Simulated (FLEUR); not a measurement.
Crystal: CoO.

```xyz
4
Lattice="3.1976 0.0000 0.0000 -1.5988 2.7692 0.0000 0.0000 0.0000 5.2287" Properties=species:S:1:pos:R:3 pbc="T T T"
Co    0.0000    1.8462    2.6319
Co    0.0000    0.0000    0.0182
O     0.0000    1.8462    4.5571
O     0.0000    0.0000    1.9430
```

Measurements of this composition are mostly on another form, of space group No. 225.

Base run:

* Program: FLEUR MaX-R8.1 (later development tree)
* Functional: PBEsol
* Potentials or basis: all-electron
* Basis: FLAPW
* Kmax: 5.19 1/bohr
* k mesh: 8 × 8 × 4
* Occupations: fermi-dirac, width 0.05 eV
* Spin: collinear spin, ferromagnetic start
* Starting moments: [2.0, 2.0, 0.0, 0.0] μB
* Hubbard terms: Co d U = 5 eV

Its results: band gap on the k mesh 0.54 eV, direct; net moment 6.00 μB per cell; site moments Co +2.62; O +0.16 μB.

Q: The run is repeated on the same cell with these changes: hubbard terms from Co d U = 5 eV to Co d U = 3 eV. What comes out?

A: Band gap on the k mesh 0.29 eV, direct; net moment 6.00 μB per cell; site moments Co +2.56; O +0.21 μB.

